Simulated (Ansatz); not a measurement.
Input and command of a plane-wave DFT calculation in Ansatz:

```yaml
crystal:
  lattice:
    - [4.5484769745, 0.0, 0.0]
    - [0.0, -4.5484769745, 0.0]
    - [0.0, 0.0, -4.5484769745]
  atoms:
    - { symbol: Ga, position: [0.0, 0.0, 0.0] }
    - { symbol: Ga, position: [0.5, 0.5, 0.0] }
    - { symbol: Ga, position: [0.5, 0.0, 0.5] }
    - { symbol: Ga, position: [0.0, 0.5, 0.5] }
    - { symbol: "N", position: [0.7375631903, 0.7375631903, 0.75] }
    - { symbol: "N", position: [0.25, 0.25, 0.75] }
    - { symbol: "N", position: [0.25, 0.75, 0.25] }
    - { symbol: "N", position: [0.75, 0.25, 0.25] }
basis:
  ecutwfc: 420
kpoints:
  mp_grid: { grid: [6, 6, 6] }
hamiltonian:
  xc: pbe
scf:
  occupations: { method: gaussian, width: 0.05 }
output:
  forces: true
  stress: true
  eigenvalues: true
```

```bash
ansatz run input.yaml --threads 1 --pin off --max-ram 2560MiB --backend cpu --events-out ev --progress --plain --runs-dir out
```

Processor: Intel(R) Xeon(R) 6975P-C (Granite Rapids), 1 thread, on a host shared with other jobs.

Problem. How long does it run, and how much memory does it take?

Solution. About 11 s on 1 thread of Intel(R) Xeon(R) 6975P-C (Granite Rapids), on a shared host, peak memory 0.51 GiB. It solves 44 bands at 68 k points (the mesh reduced by the symmetry that the task leaves, which can be less than the crystal's) with about 1839 plane waves, in 6 SCF iterations.
